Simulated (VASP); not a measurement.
Sr8Ti8O23 (a cell with a defect): relaxation of the atoms with PBE

Crystal: Sr8Ti8O23 (a cell with a defect).

```
Sr Ti O
1.0
     7.88041    0.00000    0.00000
     0.00000   -7.88041    0.00000
     0.00000    0.00000   -7.88041
Sr Ti O
8 8 23
Direct
  0.25000 0.25000 0.25000
  0.25000 0.25000 0.75000
  0.25000 0.75000 0.25000
  0.25000 0.75000 0.75000
  0.75000 0.25000 0.25000
  0.75000 0.25000 0.75000
  0.75000 0.75000 0.25000
  0.75000 0.75000 0.75000
  0.01671 0.48685 0.49888
  0.00000 0.50000 0.00000
  0.00000 0.00000 0.50000
  0.00000 0.00000 0.00000
  0.50389 0.48987 0.49696
  0.50000 0.50000 0.00000
  0.50000 0.00000 0.50000
  0.50000 0.00000 0.00000
  0.25000 0.50000 0.00000
  0.25000 0.00000 0.50000
  0.25000 0.00000 0.00000
  0.75000 0.50000 0.50000
  0.75000 0.50000 0.00000
  0.75000 0.00000 0.50000
  0.75000 0.00000 0.00000
  0.00000 0.25000 0.50000
  0.00000 0.25000 0.00000
  0.00000 0.75000 0.50000
  0.00000 0.75000 0.00000
  0.50000 0.25000 0.50000
  0.50000 0.25000 0.00000
  0.50000 0.75000 0.50000
  0.50000 0.75000 0.00000
  0.00000 0.50000 0.25000
  0.00000 0.50000 0.75000
  0.00000 0.00000 0.25000
  0.00000 0.00000 0.75000
  0.50000 0.50000 0.25000
  0.50000 0.50000 0.75000
  0.50000 0.00000 0.25000
  0.50000 0.00000 0.75000
```

```yaml
Program: VASP 6.6.1
Task: relaxation of the atoms
Functional: PBE
Potentials_or_basis: VASP PAW PBE potentials, release 64 (Sr_sv, Ti_sv, O)
Cutoff: 450 eV
k_mesh: 2 × 2 × 2
Occupations: gaussian, width 0.01 eV
Spin: collinear spin, ferromagnetic start
Monkhorst-Pack_mesh: yes
```

```
Energy gained by relaxing                             : 29.9 meV/atom
Ionic steps                                           : 33
Largest force after relaxing                          : 0.025 eV/Å
Net moment                                            : 1.00 μB per cell
Site moments                                          : Sr +0.01, +0.00; Ti +0.20, +0.04, +0.00, +0.19, +0.03; O +0.01, +0.00, -0.00, -0.01 μB
Valence electrons inside the program's atomic spheres : Sr 7.98, 7.97; Ti 10.34, 10.24, 10.26; O 5.06, 5.07, 5.04, 5.05
```

Forces on the atoms (eV/Å):
```
Sr  -0.001  0.011 -0.003
Sr  -0.001  0.002 -0.003
Sr   0.002  0.007  0.004
Sr   0.000  0.003 -0.004
Sr   0.001  0.008  0.008
Sr   0.002  0.010 -0.019
Sr   0.001  0.002 -0.005
Sr   0.001  0.000 -0.001
Ti  -0.017 -0.017 -0.003
Ti   0.000  0.003  0.001
Ti   0.001 -0.007  0.006
Ti   0.000 -0.024 -0.001
Ti  -0.005 -0.009  0.007
Ti  -0.001 -0.013  0.014
Ti   0.001 -0.012  0.001
Ti  -0.003 -0.008  0.005
O   -0.003 -0.004 -0.010
O   -0.007  0.017 -0.007
O   -0.014  0.006 -0.001
O    0.007 -0.017 -0.017
O    0.013  0.006  0.013
O    0.010  0.006  0.000
O    0.011 -0.004 -0.003
O   -0.009 -0.006  0.007
O    0.006  0.013  0.000
O    0.013  0.001  0.005
O   -0.006 -0.001  0.002
O    0.013 -0.010  0.003
O   -0.005  0.006 -0.001
O   -0.014 -0.009  0.001
O    0.004  0.003  0.000
O   -0.007  0.002 -0.001
O    0.013  0.004 -0.003
O    0.003  0.003  0.008
O   -0.006  0.006 -0.007
O    0.003  0.006  0.006
O   -0.009  0.005 -0.005
O   -0.003  0.004  0.000
O    0.005  0.007  0.000
```

The path:
```
step  energy change (eV)  largest force (eV/Å)  pressure (GPa)
   1              0.0000                4.0663           -4.35
   2             -0.8768                1.9814           -3.33
   3             -0.9451                0.8122           -3.65
   4             -1.0561                0.4340           -3.65
   5             -1.0637                0.5100           -3.60
   6             -1.1073                0.2738           -3.69
   7             -1.1111                0.2447           -3.71
   8             -1.1216                0.1399           -3.72
   9             -1.1219                0.1665           -3.73
  10             -1.1293                0.1285           -3.70
  11             -1.1300                0.1518           -3.69
  12             -1.1351                0.0855           -3.66
  13             -1.1366                0.1095           -3.63
  14             -1.1395                0.0935           -3.58
  15             -1.1395                0.0969           -3.58
  16             -1.1429                0.0794           -3.52
  17             -1.1456                0.1766           -3.36
  18             -1.1481                0.1378           -3.30
  19             -1.1487                0.1765           -3.10
  20             -1.1498                0.1527           -3.20
  21             -1.1525                0.1082           -3.20
  22             -1.1559                0.1195           -3.18
  23             -1.1581                0.0597           -3.18
  24             -1.1584                0.0835           -3.17
  25             -1.1598                0.0507           -3.16
  26             -1.1600                0.0703           -3.15
  27             -1.1613                0.0349           -3.14
  28             -1.1617                0.0611           -3.13
  29             -1.1628                0.0339           -3.13
  30             -1.1632                0.0570           -3.12
  31             -1.1639                0.0309           -3.12
  32             -1.1641                0.0345           -3.12
  33             -1.1647                0.0250           -3.12
```

Final structure:
```
CELL_PARAMETERS angstrom
7.88041 0.00000 0.00000
0.00000 -7.88041 0.00000
0.00000 0.00000 -7.88041
ATOMIC_POSITIONS crystal
Sr 0.25060 0.24121 0.24167
Sr 0.25069 0.24011 0.75234
Sr 0.25060 0.75178 0.24105
Sr 0.25069 0.75198 0.75295
Sr 0.75058 0.23915 0.23998
Sr 0.75058 0.23957 0.75126
Sr 0.75053 0.75119 0.24025
Sr 0.75053 0.75102 0.75195
Ti 0.98886 0.49348 0.49416
Ti 0.00334 0.49532 0.99216
Ti 0.00358 0.99120 0.49645
Ti 0.00032 0.99508 0.99626
Ti 0.51257 0.49366 0.49456
Ti 0.49794 0.49522 0.99262
Ti 0.49786 0.99129 0.49632
Ti 0.50102 0.99515 0.99624
O 0.25047 0.50229 0.00507
O 0.25052 0.00674 0.50167
O 0.25044 0.00005 0.00060
O 0.75052 0.51189 0.51022
O 0.75026 0.50068 0.00202
O 0.75031 0.99941 0.50123
O 0.75036 0.00185 0.00152
O 0.01028 0.25746 0.50329
O 0.99983 0.25160 0.00192
O 0.01566 0.74964 0.50260
O 0.99829 0.75160 0.00213
O 0.49067 0.25755 0.50331
O 0.50094 0.25161 0.00186
O 0.48549 0.74959 0.50248
O 0.50259 0.75172 0.00230
O 0.01195 0.50251 0.25803
O 0.01347 0.50233 0.75013
O 0.99937 0.00170 0.25175
O 0.99892 0.00144 0.75175
O 0.48918 0.50260 0.25811
O 0.48739 0.50260 0.75009
O 0.50148 0.00192 0.25173
O 0.50194 0.00153 0.75182
```

Levels at points of the mesh, in eV from the valence-band top:
Spin up:
| k point | band 154 | band 155 | band 156 | band 157 | band 158 | band 159 | band 160 | band 161 |
| --- | --- | --- | --- | --- | --- | --- | --- | --- |
| (0.25, 0.25, 0.25) | -2.34 | -2.27 | -2.21 | 0.00 | 0.47 | 0.51 | 0.56 | 0.57 |
Spin down:
```csv
k point,band 154,band 155,band 156,band 157,band 158,band 159
"(0.25, 0.25, 0.25)",-2.34,-2.28,-2.21,0.45,0.53,0.55
```

Core levels (eV, on the scale of the bands):
```
atom                                                                levels
1 Sr  1s -15923.2, 2s -2145.8, 2p -1905.2, 3s -321.8, 3p -244.1, 3d -116.0
2 Sr  1s -15923.2, 2s -2145.8, 2p -1905.1, 3s -321.7, 3p -244.1, 3d -116.0
3 Sr  1s -15923.2, 2s -2145.7, 2p -1905.1, 3s -321.7, 3p -244.1, 3d -116.0
4 Sr  1s -15923.2, 2s -2145.8, 2p -1905.2, 3s -321.7, 3p -244.1, 3d -116.0
5 Sr  1s -15923.4, 2s -2146.0, 2p -1905.4, 3s -322.0, 3p -244.3, 3d -116.2
6 Sr  1s -15923.4, 2s -2146.0, 2p -1905.4, 3s -322.0, 3p -244.3, 3d -116.2
```

It took 19 min on 8 MPI ranks on Intel(R) Xeon(R) 6975P-C (Granite Rapids), on a shared host, peak memory 0.41 GiB a rank.

Caveat: the cell is charged against a uniform background, so pressure and absolute levels hang on convention; the cutoff is under 1.25 times the usual one of these potentials, so pressure, stress and relaxed cells hold a basis-set (Pulay) error.
